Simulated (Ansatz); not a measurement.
The system is ZnS (Wurtzite-2H).

```
CELL_PARAMETERS angstrom
3.81100 0.00000 0.00000
-1.90550 3.30042 0.00000
0.00000 0.00000 6.23400
ATOMIC_POSITIONS crystal
Zn 0.66667 0.33333 0.50000
Zn 0.33333 0.66667 0.00000
S 0.66667 0.33333 0.88500
S 0.33333 0.66667 0.38500
```

| Item | Value |
| --- | --- |
| Program | Ansatz 0.2.0 |
| Task | relaxation of cell and atoms |
| Functional | PBE |
| Potentials or basis | Ansatz PAW |
| Cutoff | 420 eV (not typed: the program's choice for these potentials) |
| k mesh | 8 × 8 × 5 |
| Occupations | fermi-dirac, width 0.05 eV |
| Spin | no spin polarisation |

At the start: volume 19.60 Å³/atom.

Task: How do energy, volume and symmetry change on relaxing?

Result: It ends after 5 steps and the volume is 20.19 Å³/atom (+3.0 %); space group P6_3mc (No. 186, to 0.05 Å).

The path:
```csv
step,energy change (eV),largest force (eV/Å),volume (Å³)
1,0.0000,0.3195,78.41
2,-0.0235,0.2203,79.79
3,-0.0355,0.0329,80.84
4,-0.0358,0.0003,80.75
5,-0.0368,0.0002,80.75
```

Final structure:
```
CELL_PARAMETERS angstrom
3.84579 0.00000 0.00000
-1.92289 3.33055 0.00000
0.00000 0.00000 6.30412
ATOMIC_POSITIONS crystal
Zn 0.66667 0.33333 0.50520
Zn 0.33333 0.66667 0.00520
S 0.66667 0.33333 0.87980
S 0.33333 0.66667 0.37980
```

Caveat: the plane-wave basis is chosen anew once the cell has moved, so the energies of steps on either side of that aren't comparable.
